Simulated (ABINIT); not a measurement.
Input of an ABINIT 10.8.3 (patched build) run:

File run.abi:

```
pp_dirpath "./"
pseudos "Al.upf"

acell 2.7744445386 2.7744445385 4.8010736936 Angstrom
rprim
     1.0000000000     0.0000000000     0.0000000000
    -0.5000000000     0.8660254038     0.0000000000
     0.0000000000     0.0000000000     1.0000000000
ntypat 1
znucl 13
natom 2
typat 1 1
xred
     0.3333333333     0.6666666667     0.2500000000
     0.6666666667     0.3333333333     0.7500000000
chkprim 0
chksymtnons 0
tolsym 1.0e-6

ecut 598.650497 eV

kptopt 1
ngkpt 8 8 4
nshiftk 1
shiftk 0.0 0.0 0.0

ixc 7

nband 7
occopt 3
tsmear 0.05 eV

nstep 100
tolvrs 1.0e-10

iomode 3
prtwf 0
prteig 0
prtebands 0
prtden 1
prtvha 1
prtvclmb 1
prtpot 1
prtelf 1
```

Potentials or basis: PseudoDojo NC SR LDA v0.4 stringent.

The run is started by

```sh
$ abinit run.abi > log 2>&1
```

**Question.** What does it give for the pressure?

**Answer.** -0.9 GPa.

**Question.** What does it give for the band gap on the k mesh?

**Answer.** None (metal or under the smearing width).

Stress tensor (GPa, compression positive):
```
-2.33  0.00  0.00
 0.00 -2.33  0.00
 0.00  0.00  2.03
```
